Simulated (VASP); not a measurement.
# Ba (Im-3m) in VASP: a series of runs

The runs below take Ba through single point, with PBEsol, r2SCAN.

Program: VASP 6.6.1. These are calculated values, not measurements. Logs are shortened: lines on timing, memory, paths and dates and some standing lists are left out, and cuts for length are marked.

## 1. The structure

Symmetry: Im-3m, No. 229, cubic system. The conventional cell has a = 4.893 Å, b = 4.893 Å, c = 4.893 Å, α = 90.00°, β = 90.00°, γ = 90.00°. Ba (site symmetry m-3m) is surrounded by 8 Ba at 4.24 Å.

## 2. Single point, PBEsol

The input, INCAR:

```
SYSTEM = Ba
ALGO = Normal
EDIFF = 1E-6
ENCUT = 900
GGA = PS
ISIF = 2
ISMEAR = 0
LASPH = .True.
LCHARG = .True.
LELF = .True.
LREAL = .False.
LVHAR = .True.
LWAVE = .False.
NBANDS = 11
NELM = 100
PREC = Accurate
SIGMA = 0.1
```

The input, KPOINTS:

```
k-points
0
Gamma
  12 12 12
  0 0 0
```

The input, POSCAR:

```
Ba
1.0
   -2.4465300000      2.4465300000      2.4465300000
    2.4465300000     -2.4465300000      2.4465300000
    2.4465300000      2.4465300000     -2.4465300000
Ba
1
Direct
    0.0000000000      0.0000000000      0.0000000000
```

Potentials or basis: VASP PAW PBE potentials, release 64 (Ba_sv).

Command:

```
> cat potpaw_PBE.64/Ba_sv/POTCAR > POTCAR
> mpirun -np 1 vasp_std > vasp.out
```

OUTCAR:

```text
SYSTEM = Ba
   EDIFF = 1E-6
   ENCUT = 900
   GGA = PS
   ISIF = 2
   ISMEAR = 0
   LASPH = .True.
   LREAL = .False.
   NELM = 100
   PREC = Accurate

 ion  position               nearest neighbor table
   1  0.000  0.000  0.000-

  LATTYP: Found a body centered cubic cell.
 ALAT       =     4.8930600000

  Lattice vectors:

 A1 = (  -2.4465300000,   2.4465300000,   2.4465300000)
 A2 = (   2.4465300000,  -2.4465300000,   2.4465300000)
 A3 = (   2.4465300000,   2.4465300000,  -2.4465300000)

Analysis of symmetry for initial positions (statically):
=====================================================================
 Subroutine PRICEL returns:
 Original cell was already a primitive cell.

 Routine SETGRP: Setting up the symmetry group for a
 body centered cubic supercell.

 Subroutine GETGRP returns: Found 48 space group operations
 (whereof 48 operations were pure point group operations)
 out of a pool of 48 trial point group operations.

The static configuration has the point symmetry O_h .

Analysis of symmetry for dynamics (positions and initial velocities):
=====================================================================
 Subroutine PRICEL returns:
 Original cell was already a primitive cell.

 Routine SETGRP: Setting up the symmetry group for a
 body centered cubic supercell.

 Subroutine GETGRP returns: Found 48 space group operations
 (whereof 48 operations were pure point group operations)
 out of a pool of 48 trial point group operations.

The dynamic configuration has the point symmetry O_h .

 Subroutine INISYM returns: Found 48 space group operations
 (whereof 48 operations are pure point group operations),
 and found     1 'primitive' translations

----------------------------------------------------------------------------------------

                                     Primitive cell

  volume of cell :      58.5749

  direct lattice vectors                    reciprocal lattice vectors
    -2.446530000  2.446530000  2.446530000     0.000000000  0.204371089  0.204371089
     2.446530000 -2.446530000  2.446530000     0.204371089  0.000000000  0.204371089
     2.446530000  2.446530000 -2.446530000     0.204371089  0.204371089  0.000000000

  length of vectors
     4.237514262  4.237514262  4.237514262     0.289024366  0.289024366  0.289024366

  position of ions in fractional coordinates (direct lattice)
     0.000000000  0.000000000  0.000000000

  ion indices of the primitive-cell ions
   primitive index   ion index
                 1           1

----------------------------------------------------------------------------------------

 KPOINTS: k-points

Automatic generation of k-mesh.
 Grid dimensions read from file:
 generate k-points for:   12   12   12

 Generating k-lattice:

  Cartesian coordinates                     Fractional coordinates (reciprocal lattice)
     0.000000000  0.017030924  0.017030924     0.083333333  0.000000000  0.000000000
     0.017030924  0.000000000  0.017030924     0.000000000  0.083333333  0.000000000
     0.017030924  0.017030924  0.000000000     0.000000000  0.000000000  0.083333333

  Length of vectors
     0.024085364  0.024085364  0.024085364

  Shift w.r.t. Gamma in fractional coordinates (k-lattice)
     0.000000000  0.000000000  0.000000000

 Subroutine IBZKPT returns following result:
 ===========================================

 Found     72 irreducible k-points:

 Following reciprocal coordinates:
            Coordinates               Weight
  0.000000  0.000000  0.000000      1.000000
  0.083333  0.000000  0.000000     12.000000
  0.166667  0.000000  0.000000     12.000000
  0.250000  0.000000  0.000000     12.000000
  0.333333  0.000000  0.000000     12.000000
  0.416667  0.000000  0.000000     12.000000
[... 16 lines left out ...]
  0.333333  0.083333  0.083333     24.000000
  0.416667  0.083333  0.083333     12.000000
 [... further k-points ...]
   k-points           NKPTS =     72   k-points in BZ     NKDIM =     72   number of bands    NBANDS=     11
   number of dos      NEDOS =    301   number of ions     NIONS =      1
   total plane-waves  NPLWV =  74088
   dimension x,y,z NGX =    42 NGY =   42 NGZ =   42
   dimension x,y,z NGXF=    84 NGYF=   84 NGZF=   84
   ions per type =               1
   NGX,Y,Z   is equivalent  to a cutoff of  16.48, 16.48, 16.48 a.u.
   NGXF,Y,Z  is equivalent  to a cutoff of  32.95, 32.95, 32.95 a.u.
 SYSTEM =  Ba
   PREC   = accura    normal or accurate (medium, high low for compatibility)
   ISTART =      0    job   : 0-new  1-cont  2-samecut
   ICHARG =      2    charge: 1-file 2-atom 10-const
   ISPIN  =      1    spin polarized calculation?
   LNONCOLLINEAR =      F non collinear calculations
   LSORBIT =      F    spin-orbit coupling
   LASPH  =      T    aspherical Exc in radial PAW
   ENCUT  =  900.0 eV  66.15 Ry    8.13 a.u.  10.37 10.37 10.37*2*pi/ulx,y,z
   NELM   =    100;   NELMIN=  2; NELMDL= -5     # of ELM steps
   EDIFF  = 0.1E-05   stopping-criterion for ELM
[... 8 lines left out ...]
   TEBEG  =    0.0;   TEEND  =   0.0 temperature during run
   PSTRESS=    0.0 pullay stress
   NELECT =      10.0000    total number of electrons
   NUPDOWN=      -1.0000    fix difference up-down
   EMIN   =  10.00;   EMAX   =-10.00  energy-range for DOS
   EFERMI =   0.00;   METHOD = LEGACY
   ISMEAR =     0;   SIGMA  =   0.10  broadening in eV -4-tet -1-fermi 0-gaus
   EFERMI_NEDOS =   21; number of points for ismear=-14 and -15
   IALGO  =     38    algorithm
   IMIX   =      4    mixing-type and parameters
     AMIX     =   0.40;   BMIX     =  1.00
     AMIX_MAG =   1.60;   BMIX_MAG =  1.00
  volume/ion in A,a.u.               =      58.57       395.28
  Fermi-wavevector in a.u.,A,eV,Ry     =   0.908178  1.716207 11.221911  0.824787
  Thomas-Fermi vector in A             =   2.032073
   LORBIT       =      0    0 simple, 1 ext, 2 COOP (PROOUT), +10 PAW based schemes
   GGA     = PS    functional components
   LHFCALC =     F    Hartree Fock is set to
   AEXX    =    0.0000 exact exchange contribution
   IVDW    =     0    specifies the selected vdW correction
   LEPSILON=     F    determine dielectric tensor
   LRPA    =     F    only Hartree local field effects (RPA)
 non-spin polarized calculation
 Gauss-broadening in eV      SIGMA  =   0.10
  energy-cutoff  :      900.00
  volume of cell :       58.57
 maximum number of plane-waves:      3612
 NGX is ok and might be reduce to    42
   NGX = 21   NGY = 21   NGZ = 21

 number of electron      10.0000000 magnetization

 Free energy of the ion-electron system (eV)
  ---------------------------------------------------
  ext. energy  EPLUGINS =         0.00000000
  ---------------------------------------------------
  free energy    TOTEN  =        -2.15168383 eV

  energy without entropy =       -2.14522228  energy(sigma->0) =       -2.14845305

 E-fermi :   1.7773     XC(G=0):  -7.7470

 val. band max:        1.7562273185   @ k =  -0.3333   0.3333   0.3333
 cond. band min:       1.7995001187   @ k =  -0.4167  -0.4167   0.1667
 fundamental gap:      0.0432728002
 Fermi energy:         1.7772929789

 k-point     1 :       0.0000    0.0000    0.0000
  band No.  band energies     occupation
      1     -26.9583      2.00000
      2     -11.8419      2.00000
      3     -11.8419      2.00000
      4     -11.8419      2.00000
      5      -1.0217      2.00000
      6       3.6716      0.00000
      7       3.6716      0.00000
      8       3.6716      0.00000
      9       5.2090      0.00000
     10       5.2090      0.00000
     11       8.9309      0.00000

 k-point     2 :       0.0833    0.0000    0.0000
  band No.  band energies     occupation
      1     -26.9543      2.00000
      2     -11.8848      2.00000
      3     -11.8548      2.00000
      4     -11.8422      2.00000
      5      -0.8789      2.00000
      6       3.5545      0.00000
      7       3.6110      0.00000
      8       3.8171      0.00000
      9       5.0143      0.00000
     10       5.1972      0.00000
     11       9.0970      0.00000

 k-point     3 :       0.1667    0.0000    0.0000
  band No.  band energies     occupation
      1     -26.9433      2.00000
      2     -11.9991      2.00000
      3     -11.8898      2.00000
      4     -11.8431      2.00000
      5      -0.4832      2.00000
      6       3.2733      0.00000
      7       3.3500      0.00000
      8       4.2459      0.00000
      9       4.8365      0.00000
     10       5.1951      0.00000
     11       9.4455      0.00000

 k-point     4 :       0.2500    0.0000    0.0000
  band No.  band energies     occupation
      1     -26.9283      2.00000
      2     -12.1487      2.00000
      3     -11.9368      2.00000
      4     -11.8444      2.00000
      5       0.0607      2.00000
      6       2.9524      0.00000
      7       2.9853      0.00000
      8       4.9350      0.00000
      9       4.9420      0.00000
     10       5.2636      0.00000
     11       9.3717      0.00000

 k-point     5 :       0.3333    0.0000    0.0000
  band No.  band energies     occupation
      1     -26.9133      2.00000
      2     -12.2918      2.00000
      3     -11.9830      2.00000
      4     -11.8457      2.00000
      5       0.5503      2.00000
      6       2.6800      0.00000
      7       2.8445      0.00000
      8       5.1465      0.00000
      9       5.4357      0.00000
     10       5.8378      0.00000
     11       8.6679      0.00000

 k-point     6 :       0.4167    0.0000    0.0000
  band No.  band energies     occupation
      1     -26.9022      2.00000
      2     -12.3927      2.00000
      3     -12.0163      2.00000
      4     -11.8467      2.00000
      5       0.7824      2.00000
      6       2.5026      0.00000
      7       3.0677      0.00000
      8       5.2300      0.00000
      9       5.6788      0.00000
     10       6.8342      0.00000
     11       7.9638      0.00000

 k-point     7 :       0.5000    0.0000    0.0000
  band No.  band energies     occupation
      1     -26.8981      2.00000
      2     -12.4289      2.00000
      3     -12.0284      2.00000
      4     -11.8471      2.00000
      5       0.8250      2.00000
      6       2.4415      0.00000
      7       3.2734      0.00000
      8       5.1929      0.00000
      9       5.8210      0.00000
     10       7.4217      0.00000
     11       7.6547      0.00000

 k-point     8 :       0.0833    0.0833    0.0000
  band No.  band energies     occupation
      1     -26.9468      2.00000
      2     -11.9634      2.00000
      3     -11.8691      2.00000
      4     -11.8525      2.00000
      5      -0.6085      2.00000
      6       3.3841      0.00000
      7       3.4107      0.00000
      8       4.1214      0.00000
      9       4.7770      0.00000
     10       5.2610      0.00000
     11       9.3011      0.00000
[... 141 lines left out ...]
 k-point    19 :       0.3333    0.3333    0.0000
  band No.  band energies     occupation
      1     -26.8906      2.00000
      2     -12.2496      2.00000
      3     -12.2496      2.00000
      4     -11.9169      2.00000
      5       1.8568      0.26100
      6       2.3876      0.00000
      7       2.3876      0.00000
      8       5.5282      0.00000
      9       5.5282      0.00000
     10       6.8498      0.00000
     11       8.8914      0.00000

 k-point    20 :       0.0833    0.0833    0.0833
  band No.  band energies     occupation
      1     -26.9371      2.00000
      2     -12.0719      2.00000
      3     -11.8724      2.00000
      4     -11.8724      2.00000
      5      -0.2374      2.00000
      6       3.0796      0.00000
      7       3.0796      0.00000
      8       4.6871      0.00000
      9       5.0706      0.00000
     10       5.0706      0.00000
     11       9.4470      0.00000

 k-point    21 :       0.1667    0.0833    0.0833
  band No.  band energies     occupation
      1     -26.9238      2.00000
      2     -12.1907      2.00000
      3     -11.9253      2.00000
      4     -11.8770      2.00000
      5       0.2984      2.00000
      6       2.7621      0.00000
      7       2.7769      0.00000
      8       5.0818      0.00000
      9       5.3189      0.00000
     10       5.4436      0.00000
     11       9.6982      0.00000

 k-point    22 :       0.2500    0.0833    0.0833
  band No.  band energies     occupation
      1     -26.9105      2.00000
      2     -12.2950      2.00000
      3     -11.9884      2.00000
      4     -11.8816      2.00000
      5       0.8209      2.00000
      6       2.5491      0.00000
      7       2.6291      0.00000
      8       5.2416      0.00000
      9       5.5387      0.00000
     10       6.3166      0.00000
     11       9.0196      0.00000

 k-point    23 :       0.3333    0.0833    0.0833
  band No.  band energies     occupation
      1     -26.9007      2.00000
      2     -12.3655      2.00000
      3     -12.0380      2.00000
      4     -11.8850      2.00000
      5       1.0803      2.00000
      6       2.4096      0.00000
      7       2.8550      0.00000
      8       5.3474      0.00000
      9       5.7462      0.00000
     10       7.1522      0.00000
     11       8.3596      0.00000

 k-point    24 :       0.4167    0.0833    0.0833
  band No.  band energies     occupation
      1     -26.8971      2.00000
      2     -12.3904      2.00000
      3     -12.0566      2.00000
      4     -11.8863      2.00000
      5       1.1242      2.00000
      6       2.3627      0.00000
      7       3.0731      0.00000
      8       5.3317      0.00000
      9       5.8485      0.00000
     10       7.7114      0.00000
     11       7.9118      0.00000

 [... further k-points ...]
[... 5 lines left out ...]
  --------------------------------------------------------------------------------------
  -------------------------------------------------------------------------------------
  Total       -0.0043846     -0.0043846     -0.0043846      0.0000000      0.0000000      0.0000000
  in kB       -0.1199297     -0.1199297     -0.1199297      0.0000000      0.0000000      0.0000000
  external PRESSURE =      -0.1199297 kB  Pullay stress =       0.0000000 kB

 VOLUME and BASIS-vectors are now :
 -----------------------------------------------------------------------------
  energy-cutoff  :      900.00
  volume of cell :       58.57
      direct lattice vectors                 reciprocal lattice vectors
    -2.446530000  2.446530000  2.446530000     0.000000000  0.204371089  0.204371089
     2.446530000 -2.446530000  2.446530000     0.204371089  0.000000000  0.204371089
     2.446530000  2.446530000 -2.446530000     0.204371089  0.204371089  0.000000000

 POSITION                                       TOTAL-FORCE (eV/Angst)
 -----------------------------------------------------------------------------------
      0.00000      0.00000      0.00000         0.000000      0.000000      0.000000
 -----------------------------------------------------------------------------------
    total drift:                               -0.000000      0.000000      0.000000

  FREE ENERGIE OF THE ION-ELECTRON SYSTEM (eV)
  ---------------------------------------------------
  free  energy   TOTEN  =        -2.1516838298 eV

  energy  without entropy=       -2.1452222793  energy(sigma->0) =       -2.14845305
```

It took 53 s on 1 thread of Intel Xeon Platinum 8559C (Emerald Rapids), shared host; peak memory 0.31 GiB.

Results:

```
Free energy            : -2.1517 eV
Pressure               : 0.0 GPa
Band gap on the k mesh : none (metal or under the smearing width)
```

Levels at points of the mesh, in eV from the Fermi level:
```
           k point  band 2  band 3  band 4  band 5  band 6  band 7  band 8  band 9
(0.00, 0.00, 0.00)  -13.62  -13.62  -13.62   -2.80    1.89    1.89    1.89    3.43
(0.50, 0.00, 0.00)  -14.21  -13.81  -13.62   -0.95    0.66    1.50    3.42    4.04
(0.50, 0.50, 0.50)  -14.02  -14.02  -14.02   -0.64   -0.64    4.71    4.71    4.71
```

Caveat: the PAW data sets were made with another functional, which shifts forces and pressure a little.

## 3. Single point, r2SCAN

The input, INCAR:

```
SYSTEM = Ba
ALGO = Normal
EDIFF = 1E-6
ENCUT = 520
ISIF = 2
ISMEAR = 0
LASPH = .True.
LCHARG = .True.
LELF = .True.
LMIXTAU = .True.
LREAL = .False.
LVHAR = .True.
LWAVE = .False.
METAGGA = R2SCAN
NBANDS = 11
NELM = 100
PREC = Accurate
SIGMA = 0.1
```

KPOINTS is that of step 2.

POSCAR is that of step 2.

Potentials or basis: VASP PAW PBE potentials, release 64 (Ba_sv).

Command:

```
> cat potpaw_PBE.64/Ba_sv/POTCAR > POTCAR
> mpirun -np 1 vasp_std > vasp.out
```

Run time: 2.2 min. Hardware: 1 thread of Intel Xeon Platinum 8559C (Emerald Rapids), shared host; peak memory 0.21 GiB.

The run converged. Its results:

- Free energy: -26.4148 eV
- Pressure: 1.1 GPa
- Band gap on the k mesh: none (metal or under the smearing width)

Levels at points of the mesh, in eV from the Fermi level:
| k point | band 3 | band 4 | band 5 | band 6 | band 7 | band 8 |
| --- | --- | --- | --- | --- | --- | --- |
| (0.00, 0.00, 0.00) | -14.27 | -14.27 | -2.90 | 2.23 | 2.23 | 2.23 |
| (0.50, 0.00, 0.00) | -14.46 | -14.28 | -0.92 | 0.88 | 1.47 | 3.76 |
| (0.50, 0.50, 0.50) | -14.67 | -14.67 | -0.74 | -0.74 | 5.12 | 5.12 |

Caveat: the PAW data sets were made with another functional, which shifts forces and pressure a little. Spin-orbit coupling is left out, which matters for the levels of Ba.
